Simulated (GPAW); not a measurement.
Runs of GPAW 26.7.0 on BeS. Symmetry: F-43m, No. 216, cubic system. The conventional cell has a = 4.850 Å, b = 4.850 Å, c = 4.850 Å, α = 90.00°, β = 90.00°, γ = 90.00°. Around S (site symmetry -43m) lie 4 Be at 2.10 Å. Be (site symmetry -43m) has 4 S at 2.10 Å as nearest neighbours. 

```tsv
task	level	potentials or basis	cell	eigensolver	optimizer	fmax	max steps	convergence	gap on the mesh (eV)	pressure (GPa)	relaxed volume (Å³/atom)
relaxation of cell and atoms	BLYP	PAW data sets generated in the run's folder for this functional, pw	relaxed	davidson	BFGS	0.02 eV/Å	60	density=1e-05 forces=0.0001	(a)	0.1	14.94
relaxation of cell and atoms	LDA	the program's PAW data sets (release 1.2.1) made for this functional, pw	relaxed	-	BFGS	0.02 eV/Å	60	density=1e-05 forces=0.0001	2.93	0.1	13.87
band structure	r2SCAN	GPAW PAW data sets (gpaw-data 1.2.1), pw	as given	-	-	-	-	-	3.66	2.0	-
relaxation of cell and atoms	PBEsol	PAW data sets generated in the run's folder for this functional, pw	relaxed	-	BFGS	0.02 eV/Å	60	density=1e-05 forces=0.0001	3.00	0.0	14.16
relaxation of cell and atoms	revPBE+D3(BJ)	the program's PAW data sets (release 1.2.1) made for this functional, pw	relaxed	-	BFGS	0.02 eV/Å	60	density=1e-05 forces=0.0001	3.19	0.1	13.77
relaxation of cell and atoms	RPBE	the program's PAW data sets (release 1.2.1) made for this functional, pw	relaxed	-	BFGS	0.02 eV/Å	60	density=1e-05 forces=0.0001	3.41	0.1	14.95
relaxation of cell and atoms	revPBE	the program's PAW data sets (release 1.2.1) made for this functional, pw	relaxed	-	BFGS	0.02 eV/Å	60	density=1e-05 forces=0.0001	3.37	0.1	14.87
relaxation of cell and atoms	revPBE+D4	the program's PAW data sets (release 1.2.1) made for this functional, pw	relaxed	-	BFGS	0.02 eV/Å	60	density=1e-05 forces=0.0001	3.22	0.0	(b)
```

Alike in all rows: no spin polarisation; k mesh 9 × 9 × 9; cutoff (eV) 800; smearing fermi-dirac 0.05 eV.

**Question.** Estimate the missing entries.

**Answer.** (a) 3.55; (b) 13.91.

Caveats: later steps reuse the first step's grids (some runs); an odd mesh through Γ misses points on the zone boundary, where band edges often lie (some runs); the PAW data sets were made with another functional, which shifts forces and pressure a little (some runs); the mesh misses the band edges, which the band path finds closer together (some runs).

Runs at the PBE level aren't shown here.
